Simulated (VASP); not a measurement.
# La2O3 (P-3m1) in VASP: a series of runs

The runs below take La2O3 through relaxation of cell and atoms, with r2SCAN, PBE+D3(BJ), LDA.

Program: VASP 6.6.1. These are calculated values, not measurements. Logs are shortened: lines on timing, memory, paths and dates and some standing lists are left out, and cuts for length are marked.

### Step 1. The structure

It takes space group P-3m1 (No. 164, trigonal). Conventional cell: a = 3.931 Å, b = 3.931 Å, c = 6.112 Å, α = 90.00°, β = 90.00°, γ = 120.00°. Around La (site symmetry 3m) lie 4 O at 2.36 to 2.44 Å. O (site symmetry -3m) is surrounded by 6 La at 2.72 Å. O (site symmetry 3m) is surrounded by 4 La at 2.36 to 2.44 Å.

The cell is a database's computed one.

### Step 2. Relaxation of cell and atoms, r2SCAN

INCAR

```
PREC = Accurate
ENCUT = 600
EDIFF = 1E-6
ISMEAR = 0
SIGMA = 0.02
LREAL = False
LASPH = True
NELM = 100
ALGO = Normal
ISIF = 3
LWAVE = False
LCHARG = False
METAGGA = R2SCAN
LMIXTAU = True
IBRION = 2
NSW = 40
EDIFFG = -0.01
KPAR = 2
```

KPOINTS

```
regular mesh
0
Gamma
  8 8 4
```

POSCAR

```
La2O3
1.0
    3.9307778780      0.0000000000      0.0000000000
   -1.9653889390      3.4041534990      0.0000000000
    0.0000000000      0.0000000000      6.1119535200
La O
2 3
Direct
    0.3333333333      0.6666666667      0.2462356800
    0.6666666667      0.3333333333      0.7537643200
    0.0000000000      0.0000000000      0.0000000000
    0.3333333333      0.6666666667      0.6458906500
    0.6666666667      0.3333333333      0.3541093500
```

Potentials or basis: VASP PAW PBE potentials, release 64 (La, O).

Run with:

```
$ cat potpaw_PBE.64/La/POTCAR potpaw_PBE.64/O/POTCAR > POTCAR
$ mpirun -np 2 vasp_std > vasp.out
```

OUTCAR:

```text
PREC = Accurate
   ENCUT = 600
   EDIFF = 1E-6
   ISMEAR = 0
   LREAL = False
   LASPH = True
   NELM = 100
   ISIF = 3
   METAGGA = R2SCAN
   IBRION = 2
   NSW = 40
   EDIFFG = -0.01

 ion  position               nearest neighbor table
   1  0.333  0.667  0.246-   5 2.36   5 2.36   5 2.36   4 2.44   3 2.72   3 2.72   3 2.72
   2  0.667  0.333  0.754-   4 2.36   4 2.36   4 2.36   5 2.44   3 2.72   3 2.72   3 2.72
   3  0.000  0.000  0.000-   1 2.72   2 2.72   2 2.72   1 2.72   2 2.72   1 2.72
   4  0.333  0.667  0.646-   2 2.36   2 2.36   2 2.36   1 2.44
   5  0.667  0.333  0.354-   1 2.36   1 2.36   1 2.36   2 2.44

  LATTYP: Found a hexagonal cell.
 ALAT       =     3.9307778780
 C/A-ratio  =     1.5548966921

  Lattice vectors:

 A1 = (   3.9307778780,   0.0000000000,   0.0000000000)
 A2 = (  -1.9653889390,   3.4041534990,   0.0000000000)
 A3 = (   0.0000000000,   0.0000000000,   6.1119535200)

Analysis of symmetry for initial positions (statically):
=====================================================================
 Subroutine PRICEL returns:
 Original cell was already a primitive cell.

 Routine SETGRP: Setting up the symmetry group for a
 hexagonal supercell.

 Subroutine GETGRP returns: Found 12 space group operations
 (whereof 12 operations were pure point group operations)
 out of a pool of 24 trial point group operations.

The static configuration has the point symmetry D_3d.

Analysis of symmetry for dynamics (positions and initial velocities):
=====================================================================
 Subroutine PRICEL returns:
 Original cell was already a primitive cell.

 Routine SETGRP: Setting up the symmetry group for a
 hexagonal supercell.

 Subroutine GETGRP returns: Found 12 space group operations
 (whereof 12 operations were pure point group operations)
 out of a pool of 24 trial point group operations.

The dynamic configuration has the point symmetry D_3d.

 Subroutine INISYM returns: Found 12 space group operations
 (whereof 12 operations are pure point group operations),
 and found     1 'primitive' translations

----------------------------------------------------------------------------------------

                                     Primitive cell

  volume of cell :      81.7839

  direct lattice vectors                    reciprocal lattice vectors
     3.930777878  0.000000000  0.000000000     0.254402571  0.146879393  0.000000000
    -1.965388939  3.404153499  0.000000000     0.000000000  0.293758786  0.000000000
     0.000000000  0.000000000  6.111953520     0.000000000  0.000000000  0.163613810

  length of vectors
     3.930777878  3.930777878  6.111953520     0.293758786  0.293758786  0.163613810

  position of ions in fractional coordinates (direct lattice)
     0.333333333  0.666666667  0.246235680
     0.666666667  0.333333333  0.753764320
     0.000000000  0.000000000  0.000000000
     0.333333333  0.666666667  0.645890650
     0.666666667  0.333333333  0.354109350

  ion indices of the primitive-cell ions
   primitive index   ion index
                 1           1
                 2           2
                 3           3
                 4           4
                 5           5

----------------------------------------------------------------------------------------

 KPOINTS: regular mesh

Automatic generation of k-mesh.
 Grid dimensions read from file:
 generate k-points for:    8    8    4

 Generating k-lattice:

  Cartesian coordinates                     Fractional coordinates (reciprocal lattice)
     0.031800321  0.018359924  0.000000000     0.125000000  0.000000000  0.000000000
     0.000000000  0.036719848  0.000000000     0.000000000  0.125000000  0.000000000
     0.000000000  0.000000000  0.040903452     0.000000000  0.000000000  0.250000000

  Length of vectors
     0.036719848  0.036719848  0.040903452

  Shift w.r.t. Gamma in fractional coordinates (k-lattice)
     0.000000000  0.000000000  0.000000000

 Subroutine IBZKPT returns following result:
 ===========================================

 Found     35 irreducible k-points:

 Following reciprocal coordinates:
            Coordinates               Weight
  0.000000  0.000000  0.000000      1.000000
  0.125000  0.000000  0.000000      6.000000
  0.250000  0.000000  0.000000      6.000000
  0.375000  0.000000  0.000000      6.000000
  0.500000  0.000000  0.000000      3.000000
  0.125000  0.125000  0.000000      6.000000
[... 16 lines left out ...]
 -0.125000  0.500000  0.250000     12.000000
  0.250000  0.250000  0.250000     12.000000
 [... further k-points ...]
   k-points           NKPTS =     35   k-points in BZ     NKDIM =     35   number of bands    NBANDS=     24
   number of dos      NEDOS =    301   number of ions     NIONS =      5
   total plane-waves  NPLWV =  51200
   dimension x,y,z NGX =    32 NGY =   32 NGZ =   50
   dimension x,y,z NGXF=    64 NGYF=   64 NGZF=  100
   ions per type =               2   3
   NGX,Y,Z   is equivalent  to a cutoff of  13.53, 13.53, 13.60 a.u.
   NGXF,Y,Z  is equivalent  to a cutoff of  27.07, 27.07, 27.20 a.u.
 SYSTEM =  unknown system
   PREC   = accura    normal or accurate (medium, high low for compatibility)
   ISTART =      0    job   : 0-new  1-cont  2-samecut
   ICHARG =      2    charge: 1-file 2-atom 10-const
   ISPIN  =      1    spin polarized calculation?
   LNONCOLLINEAR =      F non collinear calculations
   LSORBIT =      F    spin-orbit coupling
   LASPH  =      T    aspherical Exc in radial PAW
   ENCUT  =  600.0 eV  44.10 Ry    6.64 a.u.   7.85  7.85 12.21*2*pi/ulx,y,z
   NELM   =    100;   NELMIN=  2; NELMDL= -5     # of ELM steps
   EDIFF  = 0.1E-05   stopping-criterion for ELM
   LREAL  =      F    real-space projection
   EDIFFG = -.1E-01   stopping-criterion for IOM
   NSW    =     40    number of steps for IOM
   IBRION =      2    ionic relax: 0-MD 1-quasi-New 2-CG
   NFREE  =      1    steps in history (QN), initial steepest desc. (CG)
   ISIF   =      3    stress and relaxation
   ISYM   =      2    0-nonsym 1-usesym 2-fastsym
   POTIM  = 0.5000    time-step for ionic-motion
   TEBEG  =    0.0;   TEEND  =   0.0 temperature during run
   PSTRESS=    0.0 pullay stress
   NELECT =      40.0000    total number of electrons
   NUPDOWN=      -1.0000    fix difference up-down
   EMIN   =  10.00;   EMAX   =-10.00  energy-range for DOS
   EFERMI =   0.00;   METHOD = LEGACY
   ISMEAR =     0;   SIGMA  =   0.02  broadening in eV -4-tet -1-fermi 0-gaus
   EFERMI_NEDOS =   21; number of points for ismear=-14 and -15
   IALGO  =     38    algorithm
   IMIX   =      4    mixing-type and parameters
     AMIX     =   0.40;   BMIX     =  1.00
     AMIX_MAG =   1.60;   BMIX_MAG =  1.00
  volume/ion in A,a.u.               =      16.36       110.38
  Fermi-wavevector in a.u.,A,eV,Ry     =   1.289849  2.437462 22.636161  1.663711
  Thomas-Fermi vector in A             =   2.421717
   LORBIT       =      0    0 simple, 1 ext, 2 COOP (PROOUT), +10 PAW based schemes
   METAGGA = R2SCAN    functional components
   LHFCALC =     F    Hartree Fock is set to
   AEXX    =    0.0000 exact exchange contribution
   IVDW    =     0    specifies the selected vdW correction
   LEPSILON=     F    determine dielectric tensor
   LRPA    =     F    only Hartree local field effects (RPA)
 conjugate gradient relaxation of ions
 non-spin polarized calculation
 Gauss-broadening in eV      SIGMA  =   0.02
  energy-cutoff  :      600.00
  volume of cell :       81.78
 maximum number of plane-waves:      2748
 NGX is ok and might be reduce to    32
   NGX = 15   NGY = 15   NGZ = 25

--------------------------------------- Ionic step        1  -------------------------------------------

 number of electron      40.0000000 magnetization

 Free energy of the ion-electron system (eV)
  ---------------------------------------------------
  ext. energy  EPLUGINS =         0.00000000
  ---------------------------------------------------
  free energy    TOTEN  =       -96.06734868 eV

  energy without entropy =      -96.06734868  energy(sigma->0) =      -96.06734868

------------------------ aborting loop because EDIFF is reached ----------------------------------------

  FORCE on cell =-STRESS in cart. coord.  units (eV):
  Direction    XX          YY          ZZ          XY          YZ          ZX
  --------------------------------------------------------------------------------------
  -------------------------------------------------------------------------------------
  Total        0.0046634      0.0046634      0.0620091      0.0000000      0.0000000      0.0000000
  in kB        0.0913580      0.0913580      1.2147811      0.0000000      0.0000000      0.0000000
  external PRESSURE =       0.4658324 kB  Pullay stress =       0.0000000 kB
[... 102 lines left out ...]
  energy  without entropy=      -96.0673915224  energy(sigma->0) =      -96.06739152

--------------------------------------- Ionic step        4  -------------------------------------------

 number of electron      39.9999999 magnetization

 Free energy of the ion-electron system (eV)
  ---------------------------------------------------
  ext. energy  EPLUGINS =         0.00000000
  ---------------------------------------------------
  free energy    TOTEN  =       -96.06740621 eV

  energy without entropy =      -96.06740621  energy(sigma->0) =      -96.06740621

 E-fermi :   5.8260     XC(G=0): -11.1016

 val. band max:        5.7188220979   @ k =   0.5000   0.0000   0.5000
 cond. band min:      10.0071267636   @ k =   0.3750   0.2500   0.0000
 fundamental gap:      4.2883046656
 Fermi energy:         5.8259744752

 k-point     1 :       0.0000    0.0000    0.0000
  band No.  band energies     occupation
      1     -25.0086      2.00000
      2     -24.7531      2.00000
      3     -12.0997      2.00000
      4     -10.9732      2.00000
      5     -10.4658      2.00000
      6      -8.0001      2.00000
[... 637 lines left out ...]
     23      11.1700      0.00000
     24      11.5277      0.00000

 [... further k-points ...]
[... 5 lines left out ...]
  --------------------------------------------------------------------------------------
  -------------------------------------------------------------------------------------
  Total        0.0237964      0.0237964      0.0026644      0.0000000      0.0000000      0.0000000
  in kB        0.4661351      0.4661351      0.0521923      0.0000000      0.0000000      0.0000000
  external PRESSURE =       0.3281542 kB  Pullay stress =       0.0000000 kB
[... 20 lines left out ...]
  FREE ENERGIE OF THE ION-ELECTRON SYSTEM (eV)
  ---------------------------------------------------
  free  energy   TOTEN  =       -96.0674062120 eV

  energy  without entropy=      -96.0674062120  energy(sigma->0) =      -96.06740621

 reached required accuracy - stopping structural energy minimisation
```

It took 4.3 min on 2 MPI ranks of Intel Xeon 6975P-C (Granite Rapids), shared host; peak memory 0.29 GiB.

Results:

| Quantity | Value |
| --- | --- |
| Free energy | -96.0674 eV |
| Energy gained by relaxing | 0.0 meV/atom |
| Ionic steps | 4 |
| Pressure after relaxing | 0.0 GPa |
| Largest force after relaxing | 0.007 eV/Å |
| Band gap on the k mesh | 4.29 eV, indirect (least direct gap 4.47 eV) |

Forces on the atoms (eV/Å):
```
La   0.000  0.000  0.007
La   0.000  0.000 -0.007
O    0.000  0.000  0.000
O    0.000  0.000  0.002
O    0.000  0.000 -0.002
```

Final structure:
```
CELL_PARAMETERS angstrom
3.92945 0.00000 0.00000
-1.96472 3.40300 0.00000
0.00000 0.00000 6.11669
ATOMIC_POSITIONS crystal
La 0.33333 0.66667 0.24602
La 0.66667 0.33333 0.75398
O 0.00000 0.00000 0.00000
O 0.33333 0.66667 0.64615
O 0.66667 0.33333 0.35385
```

Levels at points of the mesh, in eV from the valence-band top:
| k point | band 16 | band 17 | band 18 | band 19 | band 20 | band 21 | band 22 | band 23 | band 24 |
| --- | --- | --- | --- | --- | --- | --- | --- | --- | --- |
| (0.00, 0.00, 0.00) | -2.12 | -1.65 | -0.39 | -0.39 | -0.12 | 4.80 | 5.13 | 5.13 | 5.77 |
| (0.50, 0.00, 0.00) | -0.75 | -0.75 | -0.67 | -0.42 | -0.30 | 4.31 | 5.27 | 5.79 | 5.83 |
| (0.00, 0.00, 0.50) | -1.93 | -0.99 | -0.77 | -0.29 | -0.29 | 5.24 | 5.28 | 5.28 | 5.54 |
| (0.50, 0.00, 0.50) | -1.01 | -0.96 | -0.71 | -0.37 | 0.00 | 4.93 | 5.10 | 5.72 | 5.83 |

Caveat: the PAW data sets were made with another functional, which shifts forces and pressure a little; spin-orbit coupling is left out, which moves the levels of the heavy elements.

### Step 3. Relaxation of cell and atoms, PBE+D3(BJ)

INCAR

```
SYSTEM = La2O3
PREC = Accurate ; ENCUT = 600
EDIFF = 1E-7 ; ISMEAR = 0
SIGMA = 0.02 ; LREAL = .False.
LASPH = .True. ; NELM = 60
ALGO = Normal ; ISIF = 3
LWAVE = .False. ; LCHARG = .False.
GGA = PE ; IVDW = 12
IBRION = 2 ; NSW = 60
EDIFFG = -0.005 ; KPAR = 2
```

KPOINTS

```
Automatic mesh
0
Gamma
  8 8 4
  0 0 0
```

POSCAR is that of step 2.

Potentials or basis: VASP PAW PBE potentials, release 64 (La, O).

Run with:

```
$ cat potpaw_PBE.64/La/POTCAR potpaw_PBE.64/O/POTCAR > POTCAR
$ mpirun -np 2 vasp_std > vasp.out
```

Run time: 3.6 min. Hardware: 2 MPI ranks of Intel Xeon Platinum 8259CL at 2.50GHz (Skylake/Cascade Lake), shared host; peak memory 0.27 GiB.

Results (log left out):

```
Free energy                            : -43.1213 eV
Relaxed volume                         : 16.20 Å³/atom
Relaxed cell                           : a = 3.919 Å, b = 3.919 Å, c = 6.090 Å, α = 90.00°, β = 90.00°, γ = 120.00°
Space group after relaxing (to 0.05 Å) : P-3m1 (No. 164)
Energy gained by relaxing              : 0.6 meV/atom
Ionic steps                            : 7
Pressure after relaxing                : 0.0 GPa
Band gap on the k mesh                 : 3.87 eV, indirect (least direct gap 4.07 eV)
Dispersion energy per atom             : -0.261 eV
```

The path:
| step | energy change (eV) | largest force (eV/Å) | pressure (GPa) | volume (Å³) |
| --- | --- | --- | --- | --- |
| 1 | 0.0000 | 0.0106 | -1.17 | 81.78 |
| 2 | 0.0001 | 0.1310 | 1.22 | 80.38 |
| 3 | -0.0026 | 0.0629 | -0.01 | 81.08 |
| 4 | -0.0028 | 0.0085 | 0.00 | 81.03 |
| 5 | -0.0028 | 0.0103 | -0.01 | 81.03 |
| 6 | -0.0028 | 0.0080 | 0.00 | 81.02 |
| 7 | -0.0029 | 0.0014 | 0.03 | 80.98 |

Final structure:
```
CELL_PARAMETERS angstrom
3.91851 0.00000 0.00000
-1.95926 3.39353 0.00000
0.00000 0.00000 6.08997
ATOMIC_POSITIONS crystal
La 0.33333 0.66667 0.24564
La 0.66667 0.33333 0.75436
O 0.00000 0.00000 0.00000
O 0.33333 0.66667 0.64619
O 0.66667 0.33333 0.35381
```

Levels at points of the mesh, in eV from the valence-band top:
```csv
k point,band 17,band 18,band 19,band 20,band 21,band 22,band 23,band 24
"(0.00, 0.00, 0.00)",-1.68,-0.39,-0.39,-0.13,4.35,4.61,4.61,5.23
"(0.50, 0.00, 0.00)",-0.73,-0.66,-0.42,-0.30,3.87,4.75,5.21,5.24
"(0.00, 0.00, 0.50)",-1.01,-0.80,-0.30,-0.30,4.73,4.75,4.75,5.01
"(0.50, 0.00, 0.50)",-0.95,-0.72,-0.36,0.00,4.43,4.66,5.10,5.24
```

Caveat: spin-orbit coupling is left out, which moves the levels of the heavy elements. A k mesh can miss the band edges.

### Step 4. Relaxation of cell and atoms, LDA

INCAR

```
  PREC = Accurate
  ENCUT = 600
  EDIFF = 1E-6
  ISMEAR = 0
  SIGMA = 0.02
  LREAL = False
  LASPH = True
  NELM = 60
  ALGO = Normal
  ISIF = 3
  LWAVE = False
  LCHARG = False
  IBRION = 2
  NSW = 60
  EDIFFG = -0.005
  KPAR = 2
```

KPOINTS

```
Automatic mesh
0
Gamma
  8 8 4
```

POSCAR is that of step 3.

Potentials or basis: VASP PAW LDA potentials, release 64 (La, O).

Run with:

```
$ cat potpaw_LDA.64/La/POTCAR potpaw_LDA.64/O/POTCAR > POTCAR
$ mpirun -np 2 vasp_std > vasp.out
```

It took 5.7 min on 2 MPI ranks of Intel Xeon Platinum 8488C (Sapphire Rapids), shared host; peak memory 0.23 GiB.

Results (log left out):

| Property | Result |
| --- | --- |
| Free energy | -45.9124 eV |
| Relaxed volume | 15.51 Å³/atom |
| Relaxed cell | a = 3.882 Å, b = 3.882 Å, c = 5.942 Å, α = 90.00°, β = 90.00°, γ = 120.00° |
| Space group after relaxing (to 0.05 Å) | P-3m1 (No. 164) |
| Energy gained by relaxing | 17.1 meV/atom |
| Ionic steps | 16 |
| Pressure after relaxing | 0.0 GPa |
| Band gap on the k mesh | 3.77 eV, indirect (least direct gap 3.91 eV) |

The path:
| step | energy change (eV) | largest force (eV/Å) | pressure (GPa) | volume (Å³) |
| --- | --- | --- | --- | --- |
| 1 | 0.0000 | 0.1617 | -6.50 | 81.78 |
| 2 | 0.0315 | 0.8525 | 8.89 | 74.18 |
| 3 | -0.0777 | 0.2706 | -0.20 | 78.18 |
| 4 | -0.0777 | 0.2799 | -0.06 | 78.11 |
| 5 | -0.0834 | 0.0456 | 0.04 | 77.78 |
| 6 | -0.0837 | 0.0439 | 0.08 | 77.67 |
| 7 | -0.0847 | 0.0490 | -0.10 | 77.70 |
| 8 | -0.0850 | 0.0536 | -0.24 | 77.73 |
| 9 | -0.0852 | 0.0527 | 0.28 | 77.46 |
| 10 | -0.0853 | 0.0367 | 0.11 | 77.54 |
| 11 | -0.0855 | 0.0118 | 0.04 | 77.54 |
| 12 | -0.0855 | 0.0062 | 0.03 | 77.54 |
| 13 | -0.0855 | 0.0199 | -0.03 | 77.55 |
| 14 | -0.0855 | 0.0070 | 0.01 | 77.54 |
| 15 | -0.0855 | 0.0065 | 0.01 | 77.54 |
| 16 | -0.0855 | 0.0019 | -0.01 | 77.55 |

Final structure:
```cif
data_structure
_symmetry_space_group_name_H-M 'P 1'
_symmetry_Int_Tables_number 1
_cell_length_a 3.8821
_cell_length_b 3.8821
_cell_length_c 5.9422
_cell_angle_alpha 90.000
_cell_angle_beta 90.000
_cell_angle_gamma 120.000
_cell_volume 77.55
loop_
_atom_site_label
_atom_site_type_symbol
_atom_site_fract_x
_atom_site_fract_y
_atom_site_fract_z
_atom_site_occupancy
La1 La 0.33333 0.66667 0.24373 1
La2 La 0.66667 0.33333 0.75627 1
O1 O 0.00000 0.00000 0.00000 1
O2 O 0.33333 0.66667 0.64679 1
O3 O 0.66667 0.33333 0.35321 1
```

Levels at points of the mesh, in eV from the valence-band top:
```tsv
k point	band 18	band 19	band 20	band 21	band 22	band 23
(0.00, 0.00, 0.00)	-0.50	-0.50	-0.21	4.27	4.48	4.48
(0.50, 0.00, 0.00)	-0.69	-0.43	-0.35	3.77	4.70	5.24
(0.00, 0.00, 0.50)	-0.94	-0.36	-0.36	4.66	4.66	4.67
(0.50, 0.00, 0.50)	-0.83	-0.39	-0.01	4.41	4.60	5.09
```

Caveat: spin-orbit coupling is left out, which moves the levels of the heavy elements. A k mesh can miss the band edges.

### Step 5. Overview

| level | potentials or basis | gap on the mesh (eV) | pressure (GPa) | relaxed volume (Å³/atom) |
| --- | --- | --- | --- | --- |
| r2SCAN | VASP PAW PBE potentials, release 64 (La, O) | 4.29 | 0.0 | 16.36 |
| PBE+D3(BJ) | VASP PAW PBE potentials, release 64 (La, O) | 3.87 | 0.0 | 16.20 |
| LDA | VASP PAW LDA potentials, release 64 (La, O) | 3.77 | 0.0 | 15.51 |

Alike in all rows: task relaxation of cell and atoms; no spin polarisation; cell relaxed; k mesh 8 × 8 × 4; cutoff (eV) 600; smearing gaussian 0.02 eV.

Caveats: spin-orbit coupling is left out, which moves the levels of the heavy elements; the PAW data sets were made with another functional, which shifts forces and pressure a little (some runs).

Absolute energies hang on the potentials; compare differences alone.
